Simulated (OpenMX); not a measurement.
## Re: equation of state with LDA

Re:

```xyz
2
Lattice="2.7608 0.0000 0.0000 -1.3804 2.3909 0.0000 0.0000 0.0000 4.4582" Properties=species:S:1:pos:R:3 pbc="T T T"
Re    1.3804    0.7970    3.3436
Re    0.0000    1.5939    1.1145
```

```
Program                           : OpenMX 3.8.5
Task                              : equation of state
Functional                        : LDA
Potentials or basis               : OpenMX 2013 LDA set, Re7.0-s3p2d2f1, fixed grid of 28 × 28 × 54 points
k mesh                            : 11 × 11 × 7
Occupations                       : fermi-dirac, width 0.05 eV
Spin                              : no spin polarisation
Mixing scheme                     : rmm-diisk
SCF threshold                     : 1e-08 Ha
Solver                            : band
Grid points, held for all volumes : 28 × 28 × 54
```

```yaml
Equilibrium_volume: 14.34 Å³/atom
Bulk_modulus_at_fixed_shape_and_positions: 416 GPa
Pressure_derivative_of_the_bulk_modulus: 4.5
```

Energy against volume, from the lowest point:
```tsv
volume (Å³/atom)	energy (meV/atom)
13.831	24.12
14.125	3.45
14.420	0.00
14.714	11.66
15.008	36.87
15.303	74.35
15.597	122.65
```

Caveat: volumes in these bases differ from converged ones by about 1 %, for some elements by several; the cell was scaled at fixed shape and fractional positions, which overstates the stiffness of a crystal with free parameters, most of all of layers and chains; the basis of atomic orbitals isn't converged, which shifts pressures, moduli and gaps. Spin-orbit coupling is left out, which matters for the levels of Re.
